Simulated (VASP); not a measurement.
The system is Al.

```xyz
2
Lattice="0.0000 3.0236 3.0236 3.0236 0.0000 3.0236 3.0236 3.0236 0.0000" Properties=species:S:1:pos:R:3 pbc="T T T"
Al    0.7559    0.7559    0.7559
Al    5.2913    5.2913    5.2913
```

This isn't the form of Al at room conditions, which is fcc.

Base run:

| Quantity | Value |
| --- | --- |
| Program | VASP 6.6.1 |
| Functional | PBE |
| Potentials or basis | VASP PAW PBE potentials, release 64 (Al) |
| Cutoff | 520 eV |
| k mesh | 5 × 5 × 5 |
| Occupations | fermi-dirac, width 0.1 eV |
| Spin | no spin polarisation |

Its results: band gap on the k mesh none (metal or under the smearing width); pressure -0.1 GPa.

The run is repeated on the same cell with these changes: functional from PBE to HSE06; further incar settings from ALGO = Fast; EDIFF = 1e-06; NBANDS = 10 to ALGO = Normal; EDIFF = 1e-06; NBANDS = 10. What comes out?

Band gap on the k mesh none (metal or under the smearing width); pressure -0.6 GPa.

Caveats: the PAW data sets were made with another functional, which shifts forces and pressure a little (some runs).

Not every run made on this cell is shown here.
